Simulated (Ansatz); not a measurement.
O started on a Mg site in rocksalt MgO, 64 atoms, charge 0

Computed with DFT, PBEsol, PAW, plane waves (Ansatz 0.2.0).

Command:

```sh
ansatz run in.yaml --threads 8 --pin off --max-ram 118750MiB --runs-dir r --events-out ev --progress --plain --backend cuda --devices 0,
```

The input less its lattice and atoms:

```yaml
crystal:
  symmetry: { detect: false }
kpoints:
  mp_grid: { grid: [1, 1, 1], shift: [0.25, 0.25, 0.25] }
hamiltonian:
  xc: pbesol
scf:
  occupations: { method: fermi_dirac, width: 0.01 }
relax:
  f_tol: 0.03
  max_steps: 80
  escape_saddle: false
  adjacent_minimum: "off"
output:
  forces: true
  eigenvalues: true
  populations: true
```

Start:

```
O Mg
1.0
     8.42881    0.00000    0.00000
     0.00000    8.42881    0.00000
     0.00000    0.00000    8.42881
O Mg
33 31
Direct
  0.25003 0.99974 0.00237
  0.24706 0.00508 0.50033
  0.25033 0.49899 0.99741
  0.25224 0.50008 0.49906
  0.75090 0.00198 0.00323
  0.74625 0.00164 0.50061
  0.74926 0.50093 0.99796
  0.75018 0.50181 0.50128
  0.00634 0.25230 0.00114
  0.99730 0.24614 0.50404
  0.99771 0.74423 0.99954
  0.00201 0.74966 0.50104
  0.49566 0.24990 0.99654
  0.50147 0.24938 0.49812
  0.49973 0.74789 0.00456
  0.49975 0.74956 0.49731
  0.99888 0.00287 0.25246
  0.00213 0.99957 0.74763
  0.00125 0.50065 0.25515
  0.00066 0.50071 0.75022
  0.50198 0.99892 0.25125
  0.50137 0.99802 0.74769
  0.49924 0.50327 0.25224
  0.49905 0.50206 0.75174
  0.50101 0.49775 0.50124
  0.24913 0.24943 0.24746
  0.24952 0.24862 0.75050
  0.24958 0.74969 0.25146
  0.24801 0.75255 0.74629
  0.75039 0.25212 0.25155
  0.74960 0.24917 0.74899
  0.75042 0.74861 0.25093
  0.74898 0.74791 0.75336
  0.99647 0.00134 0.99867
  0.99720 0.00333 0.50375
  0.00144 0.49827 0.00291
  0.99933 0.49831 0.49717
  0.50211 0.00392 0.99905
  0.50114 0.99903 0.50229
  0.49818 0.50207 0.00212
  0.25105 0.25375 0.00013
  0.24561 0.24994 0.49809
  0.25283 0.75146 0.99708
  0.24966 0.74871 0.49931
  0.74913 0.25127 0.00217
  0.75189 0.24640 0.50123
  0.75334 0.74671 0.99932
  0.75078 0.74800 0.50187
  0.24864 0.99981 0.25099
  0.25217 0.99729 0.75461
  0.24882 0.49885 0.24961
  0.24564 0.50067 0.75245
  0.74594 0.99935 0.25217
  0.75081 0.00202 0.75301
  0.74693 0.49763 0.25022
  0.75277 0.49989 0.75602
  0.00112 0.24984 0.24749
  0.00377 0.24859 0.74790
  0.99573 0.74756 0.24787
  0.00453 0.74968 0.75424
  0.49947 0.25012 0.25075
  0.49839 0.25121 0.74730
  0.50269 0.75039 0.25332
  0.50462 0.75328 0.75373
```

Steps:

```json
{"step": "start", "energy less the first (eV)": "0.000", "largest force component (eV/Å)": "1.420"}
{"step": "1", "energy less the first (eV)": "-0.586", "largest force component (eV/Å)": "0.631"}
{"step": "2", "energy less the first (eV)": "-0.852", "largest force component (eV/Å)": "0.065"}
{"step": "3", "energy less the first (eV)": "-0.854", "largest force component (eV/Å)": "0.045"}
{"step": "4", "energy less the first (eV)": "-0.855", "largest force component (eV/Å)": "0.074"}
{"step": "5", "energy less the first (eV)": "-0.856", "largest force component (eV/Å)": "0.098"}
{"step": "6", "energy less the first (eV)": "-0.868", "largest force component (eV/Å)": "0.219"}
{"step": "7", "energy less the first (eV)": "-0.924", "largest force component (eV/Å)": "0.547"}
{"step": "8", "energy less the first (eV)": "-0.990", "largest force component (eV/Å)": "0.233"}
{"step": "9", "energy less the first (eV)": "-1.000", "largest force component (eV/Å)": "0.073"}
{"step": "10", "energy less the first (eV)": "-1.002", "largest force component (eV/Å)": "0.038"}
{"step": "11", "energy less the first (eV)": "-1.003", "largest force component (eV/Å)": "0.013"}
```

A structure on the way, about -0.85 eV from the start:

```xyz
64
Lattice="8.4288 0.0000 0.0000 0.0000 8.4288 0.0000 0.0000 0.0000 8.4288" Properties=species:S:1:pos:R:3 pbc="T T T"
O     2.1053    0.0005    0.0066
O     2.1078    0.0015    4.2207
O     2.1051    4.2146    0.0045
O     2.0405    4.2170    4.2252
O     6.3232    8.4285    0.0064
O     6.3212    8.4281    4.2198
O     6.3238    4.2148    0.0045
O     6.3856    4.2096    4.2166
O     0.0003    2.1067    0.0047
O     0.0011    2.1107    4.2203
O     8.4285    6.3212    0.0040
O     8.4271    6.3166    4.2191
O     4.2157    2.1063    0.0053
O     4.2179    2.0261    4.2253
O     4.2145    6.3226    0.0040
O     4.2116    6.4011    4.2166
O     8.4288    0.0004    2.1126
O     8.4279    8.4280    6.3268
O     0.0016    4.2141    2.1160
O     8.4268    4.2144    6.3214
O     4.2131    0.0019    2.1133
O     4.2152    8.4274    6.3278
O     4.2166    4.2180    2.0211
O     4.2105    4.2103    6.4167
O     4.2107    4.2145    4.2190
O     2.1142    2.1158    2.1194
O     2.1141    2.1130    6.3222
O     2.1116    6.3157    2.1189
O     2.1126    6.3164    6.3210
O     6.3166    2.1139    2.1178
O     6.3148    2.1132    6.3217
O     6.3161    6.3152    2.1177
O     6.3132    6.3137    6.3194
Mg    0.0008    0.0011    0.0062
Mg    0.0006    8.4286    4.2193
Mg    8.4274    4.2142    0.0059
Mg    0.0024    4.2145    4.2181
Mg    4.2147    0.0012    0.0035
Mg    4.2152    8.4288    4.2232
Mg    4.2151    4.2139    0.0075
Mg    2.1112    2.1115    0.0066
Mg    2.1281    2.1272    4.2210
Mg    2.1105    6.3189    0.0046
Mg    2.1277    6.3037    4.2207
Mg    6.3177    2.1099    0.0055
Mg    6.3041    2.1239    4.2210
Mg    6.3177    6.3177    0.0045
Mg    6.2986    6.3009    4.2190
Mg    2.1119    8.4284    2.1162
Mg    2.1108    0.0007    6.3253
Mg    2.1313    4.2167    2.1304
Mg    2.1265    4.2151    6.3130
Mg    6.3174    8.4287    2.1153
Mg    6.3182    8.4285    6.3247
Mg    6.3003    4.2142    2.1304
Mg    6.2992    4.2136    6.3074
Mg    0.0008    2.1096    2.1148
Mg    0.0005    2.1101    6.3245
Mg    0.0009    6.3190    2.1145
Mg    8.4279    6.3176    6.3240
Mg    4.2147    2.1308    2.1340
Mg    4.2137    2.1293    6.3078
Mg    4.2150    6.3019    2.1301
Mg    4.2150    6.2982    6.3054
```

End:

```
O Mg
1.0
     8.42881    0.00000    0.00000
     0.00000    8.42881    0.00000
     0.00000    0.00000    8.42881
O Mg
33 31
Direct
  0.24904 0.00000 0.00066
  0.24735 0.00002 0.50066
  0.24720 0.50001 0.00067
  0.26556 0.50020 0.50087
  0.75093 0.00001 0.00064
  0.75263 0.99999 0.50065
  0.75278 0.49998 0.00062
  0.73462 0.49978 0.50044
  0.99999 0.25051 0.00069
  0.00005 0.25472 0.50066
  0.99999 0.74949 0.00060
  0.99998 0.74532 0.50064
  0.49997 0.24863 0.00078
  0.49994 0.23298 0.50104
  0.50001 0.75138 0.00051
  0.50002 0.76703 0.50023
  0.99997 0.00004 0.25120
  0.00000 0.99996 0.75010
  0.00006 0.50001 0.25546
  0.99997 0.49999 0.74575
  0.49998 0.00015 0.24946
  0.50001 0.99986 0.75182
  0.49997 0.50040 0.23362
  0.49999 0.49960 0.76764
  0.49994 0.49994 0.50065
  0.25028 0.25107 0.25184
  0.25019 0.25098 0.74968
  0.25017 0.74909 0.25175
  0.25030 0.74892 0.74950
  0.74968 0.25107 0.25184
  0.74978 0.25091 0.74958
  0.74980 0.74900 0.25166
  0.74968 0.74891 0.74949
  0.99999 0.00000 0.00064
  0.99999 0.00001 0.50065
  0.99999 0.50000 0.00064
  0.00002 0.50002 0.50062
  0.49999 0.99999 0.00066
  0.49999 0.00000 0.50064
  0.49999 0.50001 0.00063
  0.25075 0.25004 0.00074
  0.25550 0.24954 0.50078
  0.25077 0.74999 0.00062
  0.25549 0.75059 0.50064
  0.74923 0.25001 0.00068
  0.74450 0.24945 0.50071
  0.74921 0.74996 0.00056
  0.74447 0.75043 0.50057
  0.25072 0.00008 0.25063
  0.25070 0.99996 0.75072
  0.25559 0.50009 0.25030
  0.25551 0.49996 0.75113
  0.74926 0.00003 0.25059
  0.74930 0.99992 0.75067
  0.74447 0.50002 0.25018
  0.74441 0.49989 0.75095
  0.00000 0.25054 0.25117
  0.99999 0.25049 0.75018
  0.99999 0.74952 0.25110
  0.99998 0.74946 0.75012
  0.49999 0.25307 0.25381
  0.49998 0.25252 0.74798
  0.49999 0.74741 0.25336
  0.49999 0.74699 0.74744
```

Self-consistency was reached.

Time: 12 s of wall time on one NVIDIA GB300 with 8 processor threads, on a host shared with other runs; peak host memory 1.6 GiB.

Q: How much energy did the relaxation gain, and which atom moved most?

A: 1.00 eV in 11 steps, from a start with small random displacements; atom 23 (O) moved 0.16 Å, the median atom 0.04 Å (drift of the whole cell removed).

The run had no spin, and a state with a moment may lie lower. The one k point has no symmetry partners, which can distort the end along one axis.
